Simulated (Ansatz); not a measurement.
Theory: DFT PBE, scalar-relativistic, plane waves, PAW in Ansatz 0.2.0. Settings: cutoff 420 eV, Γ-centred meshes spaced at most about 0.3 Å⁻¹, and about 0.25 Å⁻¹ or finer for metals (2π included), Gaussian smearing. No spin polarisation in the final relaxations.

These are static total energies at zero pressure. All come from trial cells, and lower structures may exist.

Question: These unrelaxed guesses for As are each relaxed within their symmetry. Order them by the energy at which they end, lowest first.
A.

```cif
data_structure
_symmetry_space_group_name_H-M 'Ia-3'
_symmetry_Int_Tables_number 206
_cell_length_a 7.0101
_cell_length_b 7.0101
_cell_length_c 7.0101
_cell_angle_alpha 90.000
_cell_angle_beta 90.000
_cell_angle_gamma 90.000
_cell_volume 344.49
loop_
_atom_site_label
_atom_site_type_symbol
_atom_site_symmetry_multiplicity
_atom_site_Wyckoff_symbol
_atom_site_fract_x
_atom_site_fract_y
_atom_site_fract_z
_atom_site_occupancy
As1 As 16 c 0.10030 0.10030 0.10030 1
```

B.

```cif
data_structure
_symmetry_space_group_name_H-M 'I2_13'
_symmetry_Int_Tables_number 199
_cell_length_a 5.4966
_cell_length_b 5.4966
_cell_length_c 5.4966
_cell_angle_alpha 90.000
_cell_angle_beta 90.000
_cell_angle_gamma 90.000
_cell_volume 166.07
loop_
_atom_site_label
_atom_site_type_symbol
_atom_site_symmetry_multiplicity
_atom_site_Wyckoff_symbol
_atom_site_fract_x
_atom_site_fract_y
_atom_site_fract_z
_atom_site_occupancy
As1 As 8 a 0.07170 0.07170 0.07170 1
```

C.

```cif
data_structure
_symmetry_space_group_name_H-M 'Cmmm'
_symmetry_Int_Tables_number 65
_cell_length_a 3.5875
_cell_length_b 5.1435
_cell_length_c 2.6436
_cell_angle_alpha 90.000
_cell_angle_beta 90.000
_cell_angle_gamma 90.000
_cell_volume 48.78
loop_
_atom_site_label
_atom_site_type_symbol
_atom_site_symmetry_multiplicity
_atom_site_Wyckoff_symbol
_atom_site_fract_x
_atom_site_fract_y
_atom_site_fract_z
_atom_site_occupancy
As1 As 2 a 0.00000 0.00000 0.00000 1
```

Answer: B (ends in I2_13, 0 meV/atom), C (ends in Pm-3m, simple cubic type, 82 meV/atom), A (ends in Ia-3, 216 meV/atom).

With atoms moved at random, I2_13 came back. Other cells relaxed within their symmetry can be saddle points. The part of the Crystallography Open Database at hand lists As in space groups No. 64, 166; no cell shown has one of them. Some types were kept out of the candidates beforehand, so the set may lack a known form.
